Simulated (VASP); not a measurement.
Set up this calculation in VASP 6.6.1, as the native input.

| Quantity | Value |
| --- | --- |
| Task | single point |
| Functional | PBEsol |
| Potentials or basis | VASP PAW PBE potentials, release 64 (Be, H) |
| Cutoff | 520 eV |
| k mesh | 6 × 4 × 1 |
| Occupations | gaussian, width 0.1 eV |
| Spin | no spin polarisation |
| Dipole correction | no |
| Further INCAR settings | LREAL = Auto; ALGO = Fast; EDIFF = 1e-06; NBANDS = 34 |

The structure of Be18H lies in POSCAR:

```
Be18H
1.0
    4.5800000000      0.0000000000      0.0000000000
    3.4350000000      5.9495950000      0.0000000000
    0.0000000000      0.0000000000     14.5884300000
Be H
18 1
Direct
    0.0000000000      0.0000000000      0.0685474722
    0.5000000000      0.0000000000      0.0685474722
    0.0000000420      0.3333332773      0.0685474722
    0.5000000420      0.3333332773      0.0685474722
   -0.0000000420      0.6666667227      0.0685474722
    0.4999999580      0.6666667227      0.0685474722
   -0.1629288755      0.2181686316      0.1945414962
    0.3390066622      0.2177171723      0.1957872095
   -0.1594462575      0.5535277611      0.1953016877
    0.3334093664      0.5519735377      0.1951065331
   -0.1604491851      0.8833139062      0.1942591492
    0.3354706168      0.8876572271      0.1937268781
    0.0097107091     -0.0080096208      0.3218907038
    0.5106196342     -0.0126529621      0.3196141052
    0.0077256595      0.3286487568      0.3220833222
    0.5063177469      0.3281527566      0.3216636060
    0.0106971825      0.6560349066      0.3241529075
    0.5023335199      0.6657503578      0.3175177864
    1.1911944808      0.4197386545      0.3834788253
```

The cell was built by a generator and needn't be a form met in nature.

The input as run:

INCAR

```
  ALGO = Fast
  EDIFF = 1E-6
  ENCUT = 520
  GGA = PS
  ISIF = 2
  ISMEAR = 0
  LASPH = T
  LCHARG = T
  LELF = T
  LREAL = Auto
  LVHAR = T
  LWAVE = F
  NBANDS = 34
  NELM = 100
  PREC = Accurate
  SIGMA = 0.1
```

KPOINTS

```
k-points
0
Gamma
  6 4 1
```

Potentials or basis: VASP PAW PBE potentials, release 64 (Be, H).

Command:

```console
$ cat potpaw_PBE.64/Be/POTCAR potpaw_PBE.64/H/POTCAR > POTCAR
$ mpirun -np 1 vasp_std > vasp.out
```

Results of the run:

```json
{
 "Largest force": "0.245 eV/Å",
 "Band gap on the k mesh": "none (metal or under the smearing width)"
}
```

Caveat: the PAW data sets were made with another functional, which shifts forces and pressure a little.

Wall time 2.5 min on 1 thread of Intel(R) Xeon(R) 6975P-C (Granite Rapids), on a shared host, peak memory 0.51 GiB.
